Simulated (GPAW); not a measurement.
# TiSe (P6_3/mmc) in GPAW: equation of state

Aim: energy against volume of TiSe in PBEsol, for its equilibrium volume and stiffness.

Program: GPAW 26.7.0. These are calculated values, not measurements. Logs are shortened: lines on timing, memory, paths and dates and some standing lists are left out, and cuts for length are marked. The log counts tension as positive stress, the text compression.

## (1) Starting point

The structure is hexagonal, space group P6_3/mmc (No. 194). The conventional cell has a = 3.559 Å, b = 3.559 Å, c = 6.220 Å, α = 90.00°, β = 90.00°, γ = 120.00°. Se (site symmetry -6m2) has 6 Ti at 2.58 Å as nearest neighbours. Around Ti (site symmetry -3m) lie 6 Se at 2.58 Å.

## (2) Equation of state, PBEsol

run.py reads:

```python
from ase import Atoms
from ase.eos import EquationOfState
from ase.io import Trajectory
from ase.units import GPa
from ase.parallel import parprint
from gpaw import GPAW, PW, setup_paths

setup_paths.insert(0, '.')

atoms = Atoms(['Se', 'Se', 'Ti', 'Ti'],
              cell=[[3.559, 0.0, 0.0],
                    [-1.7795, 3.0821844121, 0.0],
                    [0.0, 0.0, 6.22]],
              scaled_positions=[[0.6666666667, 0.3333333333, 0.75],
                                [0.3333333333, 0.6666666667, 0.25],
                                [0.0, 0.0, 0.5],
                                [0.0, 0.0, 0.0]],
              pbc=True)

traj = Trajectory('eos.traj', 'w')
volumes, energies = [], []
for x in [0.94, 0.96, 0.98, 1.0, 1.02, 1.04, 1.06]:
    a = atoms.copy()
    a.set_cell(atoms.cell * x**(1 / 3), scale_atoms=True)
    calc = GPAW(mode=PW(600),
                xc='PBEsol',
                kpts={'size': (9, 9, 5), 'gamma': True},
                occupations={'name': 'fermi-dirac', 'width': 0.05},
                nbands=34,
                convergence={'density': 1e-05, 'energy': 1e-05},
                maxiter=150,
                txt=f'eos-{x:.2f}.txt')
    a.calc = calc
    energies.append(a.get_potential_energy(force_consistent=True))
    volumes.append(a.get_volume())
    p = -a.get_stress()[:3].mean() / GPa
    calc.write(f'eos-{x:.2f}.gpw')
    traj.write(a)
    parprint(f'{x:.2f} {volumes[-1]:10.4f} A^3 {energies[-1]:14.6f} eV {p:9.3f} GPa', flush=True)

v0, e0, B = EquationOfState(volumes, energies, eos='birchmurnaghan').fit()
parprint(f'V0 = {v0:.4f} A^3, E0 = {e0:.6f} eV, B0 = {B / GPa:.2f} GPa')
```

Potentials or basis: PAW data sets generated in the run's folder for this functional, pw.

The run is started by

```console
gpaw-setup -f PBEsol Se Ti
OMP_NUM_THREADS=1 mpirun -n 4 gpaw python run.py
```

The program printed:

```text
__  _  _
 | _ |_)|_||  |
 |__||  | ||/\| - 26.7.0

Input parameters:
  mode=PW(ecut=600.0),
  convergence={'density': 1e-05, 'energy': 1e-05},
  kpts=MonkhorstPack(size=(9, 9, 5), gamma=True),
  maxiter=150,
  nbands=34,
  occupations=Occupations(name='fermi-dirac', width=0.05),
  xc=XC(name='PBEsol')

Diagonalizing LCAO Hamiltonian
Converting LCAO to pw mode

            Se

       Ti
         Se

       Ti

Atoms  # Å, Bohr magnetons
|   | symbol |         x |        y |        z |    initial magnetic moments |
|---|--------|-----------|----------|----------|-----------------------------|
| 0 |     Se |  1.755450 | 1.013509 | 4.601952 | ( 0.0000,  0.0000,  0.0000) |
| 1 |     Se | -0.000000 | 2.027019 | 1.533984 | ( 0.0000,  0.0000,  0.0000) |
| 2 |     Ti |  0.000000 | 0.000000 | 3.067968 | ( 0.0000,  0.0000,  0.0000) |
| 3 |     Ti |  0.000000 | 0.000000 | 0.000000 | ( 0.0000,  0.0000,  0.0000) |

Unit cell  # Å
| periodic |         x |        y |        z |  lengths |     angles |
|----------|-----------|----------|----------|----------|------------|
|      yes |  3.510900 | 0.000000 | 0.000000 | 3.510900 |  90.000000 |
|      yes | -1.755450 | 3.040528 | 0.000000 | 3.510900 |  90.000000 |
|      yes |  0.000000 | 0.000000 | 6.135936 | 6.135936 | 120.000000 |

Number of symmetries: 12
Symmetry operations  # r_c * U_cc + t_c -> r_c
|    | kind |            matrix            |
|----|------|------------------------------|
|  0 |  σ   |  1, 1, 0,  0,-1, 0,  0, 0, 1 |
|  1 |  S6  |  1, 1, 0, -1, 0, 0,  0, 0,-1 |
|  2 |  E   |  1, 0, 0,  0, 1, 0,  0, 0, 1 |
|  3 |  C2  |  1, 0, 0, -1,-1, 0,  0, 0,-1 |
|  4 |  C2  |  0, 1, 0,  1, 0, 0,  0, 0,-1 |
|  5 |  C3  |  0, 1, 0, -1,-1, 0,  0, 0, 1 |
|  6 |  S6  |  0,-1, 0,  1, 1, 0,  0, 0,-1 |
|  7 |  σ   |  0,-1, 0, -1, 0, 0,  0, 0, 1 |
|  8 |  σ   | -1, 0, 0,  1, 1, 0,  0, 0, 1 |
|  9 |  i   | -1, 0, 0,  0,-1, 0,  0, 0,-1 |
| 10 |  C3  | -1,-1, 0,  1, 0, 0,  0, 0, 1 |
| 11 |  C2  | -1,-1, 0,  0, 1, 0,  0, 0,-1 |

BZ-sampling:
  Number of BZ points: 405
  Number of IBZ points: 50

  Monkhorst-Pack size: [9, 9, 5]
  Monkhorst-Pack shift: [0, 0, 0]

K-points  # in reciprocal-cell coordinates
|     |                                coordinates |     weight |
|-----|--------------------------------------------|------------|
|   0 | (  0.00000000,   0.00000000,   0.00000000) | 0.00246914 |
|   1 | (  0.00000000,   0.00000000,   0.20000000) | 0.00493827 |
|   2 | (  0.00000000,   0.00000000,   0.40000000) | 0.00493827 |
|   3 | (  0.11111111,   0.00000000,  -0.40000000) | 0.01481481 |
|   4 | (  0.11111111,   0.00000000,  -0.20000000) | 0.01481481 |
|   5 | (  0.11111111,   0.00000000,   0.00000000) | 0.01481481 |
|   6 | (  0.11111111,   0.00000000,   0.20000000) | 0.01481481 |
|   7 | (  0.11111111,   0.00000000,   0.40000000) | 0.01481481 |
|   8 | (  0.22222222,  -0.11111111,   0.00000000) | 0.01481481 |
|   9 | (  0.22222222,  -0.11111111,   0.20000000) | 0.02962963 |
| ... |                                            |            |
|  49 | (  0.44444444,   0.44444444,   0.40000000) | 0.02962963 |

Plane wave coefficients: 2199
Cutoff: 600.0 eV

Spin-components: 1 (collinear spins)
Bands:           34
Projectors:      22
Spin-degeneracy: 2
Datatype:        complex128

Parallelization:
  kpt:    4
  domain: 1
  band:   1

Density:
  Valence electrons: 36.0
  Components: 1
  Grid points: [20 20 35]
  Charge: 0.0  # |e|

Potential:
  Grid points: [20 20 35]

species:
  Se:
    name:    Selenium
    Z:       34.0
    valence: 6
    core:    28
    charge:  0.0  # [|e|]
    compensation charges:
      type: gauss
      rc: 0.27  # [Å]
      lmax: 2
    cutoffs:
      filter: 1.77  # [Å]
      core: 2.67  # [Å]
    projectors
    | kind |    occ | energy [eV] | rcut [Å] |
    |------|--------|-------------|----------|
    |   4s |  2.000 |     -17.281 |    0.847 |
    |   4p |  4.000 |      -6.511 |    1.005 |
    |    s |        |       9.930 |    0.847 |
    |    p |        |      20.700 |    1.005 |
    |    d |        |       0.000 |    0.847 |

    Using partial waves for Se as LCAO basis

  Ti:
    name:    Titanium
    Z:       22.0
    valence: 12
    core:    10
    charge:  0.0  # [|e|]
    compensation charges:
      type: gauss
      rc: 0.38  # [Å]
      lmax: 2
    cutoffs:
      filter: 2.23  # [Å]
      core: 1.02  # [Å]
    projectors
    | kind |    occ | energy [eV] | rcut [Å] |
    |------|--------|-------------|----------|
    |   3s |  2.000 |     -62.441 |    1.270 |
    |   4s |  2.000 |      -4.477 |    1.270 |
    |   3p |  6.000 |     -38.776 |    1.058 |
    |   4p |  0.000 |      -1.449 |    1.058 |
    |   3d |  2.000 |      -4.275 |    1.058 |
    |    d |        |      22.937 |    1.058 |

    Using partial waves for Ti as LCAO basis

Reference energy: -178512.158506  # eV

eigensolver:
  PPCG
  Converge bands: occupied
  niter=2

density mixing:
  MSR1-Mixer
  Pratt-step length: 0.05
  Maximum mixing coefficient: 0.75
  Old densities: 10
  SVD Regularization: 0.005
  Good broyden scale: 1.0
  Trust region scale: 1.0
  Backstep threshold: 4.0
  History deletion threshold: 6.0
  Fourier metric: weight=20.0, sigma=0.015

occupation numbers:
  Fermi-Dirac:
    width: 0.0500  # eV

poisson solver:
  ecut: 4800.0  # eV

xc functional:
  name: PBEsol with 2 nearest neighbor stencil

convergence criteria:
- Maximum integral of absolute [dens]ity change: 1e-05 electrons / valence electron
- Maximum [total energy] change in last 3 cyles: 1e-05 eV / valence electron
- Maximum integral of absolute [eigenst]ate change: 4e-08 eV^2 / valence electron
maximum number of iterations: 150

SCF iterations
|iter     | |      energy | eigst |  dens |
|---------|-|-------------|-------|-------|
|iter:   1| |  -26.577155 | +0.46 |       |
|iter:   2| |  -26.610958 | -2.22 | -1.45 |
|iter:   3| |  -26.800099 | -1.42 | -1.47 |
|iter:   4| |  -26.541659 | -1.54 | -1.51 |
|iter:   5| |  -26.524964 | -2.72 | -1.89 |
|iter:   6| |  -26.530997 | -3.85 | -2.43 |
|iter:   7| |  -26.525591 | -4.62 | -2.27 |
|iter:   8| |  -26.525629 | -5.48 | -3.01 |
|iter:   9| |  -26.525643c| -5.80 | -3.32 |
|iter:  10| |  -26.525642c| -7.46c| -4.23 |
|iter:  11| |  -26.525643c| -7.65c| -4.75 |
|iter:  12| |  -26.525643c| -8.24c| -5.37c|

Converged in 12 steps
Energy contributions relative to reference atoms: (reference = -178512.158506)

Energy contributions:
  Kinetic:          43.391320
  Coulomb:         -37.304824
  Zero:             -0.158737
  External:          0.000000
  Xc:              -32.437659
  Entropy:          -0.031486
  Spinorbit:         0.000000
  ----------------------------
  Free energy:     -26.541386
  Extrapolated:    -26.525643

dipole moment: (-11.144135, -19.302208, -19.476380)  # |e|*Ang

Fermi level: 10.729
Eigenvalues  # (at kpt = [0.000, 0.000, 0.000])
| band index |      eig [eV] | occ [0-2] |
|------------|---------------|-----------|
|          0 |       -46.332 |     2.000 |
|        ... |               |           |
|         13 |         8.443 |     2.000 |
|         14 |         8.709 |     2.000 |
|         15 |         9.123 |     2.000 |
|         16 |         9.123 |     2.000 |
|         17 |        10.230 |     2.000 |
|         18 |        10.231 |     2.000 |
[... 8 lines left out ...]
|         27 |        15.001 |     0.000 |
|         28 |        17.902 |     0.000 |
|        ... |               |           |
|         33 |        23.152 |     0.000 |

No gap
No difference between direct/indirect transitions

Stress tensor  # eV/Ang^3
|         x |         y |         z |
|-----------|-----------|-----------|
| -0.004924 |  0.000000 |  0.000000 |
|  0.000000 | -0.004924 |  0.000000 |
|  0.000000 |  0.000000 | -0.080869 |

# Writing to eos-0.96.gpw (mode='')
```

eos-0.94.txt:

```text
SCF iterations
|iter     | |      energy | eigst |  dens |
|---------|-|-------------|-------|-------|
|iter:   1| |  -26.518208 | +0.48 |       |
|iter:   2| |  -26.553692 | -2.08 | -1.45 |
|iter:   3| |  -26.785747 | -1.39 | -1.47 |
|iter:   4| |  -26.483394 | -1.49 | -1.48 |
|iter:   5| |  -26.467117 | -2.71 | -1.88 |
[... 45 lines left out ...]
|         27 |        15.427 |     0.000 |
|         28 |        18.253 |     0.000 |
|        ... |               |           |
|         33 |        23.750 |     0.000 |

No gap
No difference between direct/indirect transitions

Stress tensor  # eV/Ang^3
|         x |         y |         z |
|-----------|-----------|-----------|
| -0.022496 |  0.000000 |  0.000000 |
|  0.000000 | -0.022496 |  0.000000 |
|  0.000000 |  0.000000 | -0.106004 |

# Writing to eos-0.94.gpw (mode='')
```

It took 2.2 min on 4 MPI ranks of Arm Neoverse V2, shared host; peak memory 0.3 GiB.

Results:

```yaml
Equilibrium_volume: 17.04 Å³/atom
Bulk_modulus_at_fixed_shape_and_positions: 123 GPa
Pressure_derivative_of_the_bulk_modulus: 4.5
```

Energy against volume, from the lowest point:
```csv
volume (Å³/atom),energy (meV/atom)
16.034,25.38
16.375,10.62
16.716,2.35
17.058,0.00
17.399,2.80
17.740,10.31
18.081,22.04
```

Caveat: the cell was scaled at fixed shape and fractional positions, which overstates the stiffness of a crystal with free parameters, most of all of layers and chains.
